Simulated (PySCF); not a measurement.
**How good is the calculation?**

Atom-mapped SMILES (the numbers label the heavy atoms): `[OH:1][CH2:2][CH2:3][OH:4]` (H(Xn): hydrogen on atom n).

The experiment to reproduce: δ $^{13}$C C2/C3 64.3 ppm (measured; solution, toluene-d8, 298 K; Fulmer et al., Organometallics 2010, 29, 2176).
δ $^{13}$C C2/C3 63.2; δ $^{1}$H H(C2)/H(C3) 3.65 ppm (measured; solution, D2O, 298 K; Fulmer et al., Organometallics 2010, 29, 2176).

- structure optimised with PBE0-D3(BJ)/def2-SVP
- NMR shieldings at PBE0/pcSseg-1/GIAO
- code: PySCF
- single conformer, non-relativistic Hamiltonian, no solvent model, equivalent nuclei averaged

Question: Set the calculated values beside the experiment.

Answer: 
Reference values: measured (solution, toluene-d8, 298 K; Fulmer et al., Organometallics 2010, 29, 2176).
```json
{"atoms": "C2/C3", "quantity": "δ $^{13}$C", "reference": "64.3", "computed": "65.0", "computed, scaled": "62.2"}
```

Reference values: measured (solution, D2O, 298 K; Fulmer et al., Organometallics 2010, 29, 2176).
| atoms | quantity | reference | computed | computed, scaled |
| --- | --- | --- | --- | --- |
| C2/C3 | δ $^{13}$C | 63.2 | 65.0 | 62.2 |
| H(C2)/H(C3) | δ $^{1}$H | 3.65 | 3.65 | 3.67 |

Computed shifts are σ(ref) − σ with the named reference compound (TMS for H and C) calculated as an isolated molecule at the same level. The measured values may be among those fitted. Shieldings were converted by linear fits to measured shifts (mostly CDCl3, TMS scale, for H and C): $^{1}$H: δ = 29.91 − 0.950σ (rms 0.21 ppm, 511 shifts, 0.22 ppm with the 3 outliers that the fit left out); $^{13}$C: δ = 177.62 − 0.967σ (rms 1.9 ppm, 903 shifts, 2.3 ppm with the 23 outliers that the fit left out). Occasional misses reach two or three times the rms, and more in compound classes unlike the fitted ones. H not on carbon is unscaled (vs computed TMS).

Question: How far are the unscaled $^{13}$C shifts from the references?

Answer: Mean signed difference +1.25 ppm, mean absolute 1.25 ppm over 2 comparisons; the largest is +1.8 ppm at C2/C3 (sp3 CH2 bonded to O).

3 of the 24 published NMR values on file for this molecule are compared. The rest: values from further sources, protons in aromatic solvents.
